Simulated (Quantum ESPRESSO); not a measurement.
The system is Si2W.

```
W Si
1.0
    -1.60690    1.60690    3.91495
     1.60690   -1.60690    3.91495
     1.60690    1.60690   -3.91495
W Si
1 2
Direct
  0.00000 0.00000 0.00000
  0.66530 0.66530 0.00000
  0.33470 0.33470 0.00000
```

```yaml
Program: Quantum ESPRESSO 7.5
Task: Hubbard U by linear response
Functional: LDA
Potentials_or_basis: JTH 2.0 LDA
Cutoff: 490 eV
Density_cutoff: 2939 eV
k_mesh: 10 × 10 × 10
Occupations: methfessel-paxton, width 0.136 eV
Spin: no spin polarisation
Hubbard_terms: W d U = 8 eV
Start_of_the_occupations: default
Hubbard_projectors: ortho-atomic
Form_of_the_LDA_correlation: PW92
Mixing_beta: 0.3
Most_SCF_iterations: 120
SCF_threshold: 6e-10 Ry
q_mesh: 2 × 2 × 2
```

Problem. What Hubbard parameters does linear response give?

Solution. U = 3.12 eV on W 5d. The values belong to these projectors, potentials and this ground state, and don't carry over to other codes.

Hubbard U from linear response:
| site | manifold | U (eV) |
| --- | --- | --- |
| 1 | W-5d | 3.12 |
On the first site the bare response is -0.629 and the screened one -0.211 eV⁻¹.

Eigenvalues of the final occupation matrices:
```tsv
site	spin	trace	eigenvalues
W 1 5d	each	2.63	0.38 0.44 0.59 0.61 0.61
```

Caveat: U without spin polarisation on a metal has little footing; the U is typed as a test and isn't derived for this compound.
